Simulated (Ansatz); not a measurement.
Runs of Ansatz 0.2.0 on AlN. It takes space group Fm-3m (No. 225, cubic). The conventional cell has a = 4.069 Å, b = 4.069 Å, c = 4.069 Å, α = 90.00°, β = 90.00°, γ = 90.00°. Al (site symmetry m-3m) has 6 N at 2.03 Å as nearest neighbours. N (site symmetry m-3m) has 6 Al at 2.03 Å as nearest neighbours. Measurements of this composition are mostly on another form, of space group No. 186.

```tsv
task	level	k mesh	atoms under strain	gap on the mesh (eV)	pressure (GPa)
Born charges and dielectric tensor	PBE	11 × 11 × 11	-	4.58	-
Born charges and dielectric tensor	LDA	11 × 11 × 11	-	4.42	-
elastic constants	PBE	8 × 8 × 8	clamped	4.45	0.3
elastic constants	LDA	8 × 8 × 8	relaxed	4.29	(a)
phonons	PBE	8 × 8 × 8	-	4.45	-
phonons	LDA	8 × 8 × 8	-	4.29	-
```

Alike in all rows: potentials or basis Ansatz PAW; no spin polarisation; cell as given; cutoff (eV) 420; smearing fixed.

Problem. Fill in the values left out.

Solution. (a) -11.0.

Caveats: the PAW data sets come from PBE, with cores solved anew for the run's functional, which leaves a small shift of forces and pressure (some runs); odd divisions of the mesh miss points on the zone boundary, where band edges often lie, so the gap on the mesh can be too wide (some runs); the cell is more than 3 GPa from zero pressure, which shifts response properties (some runs).

A k mesh can miss the band edges.
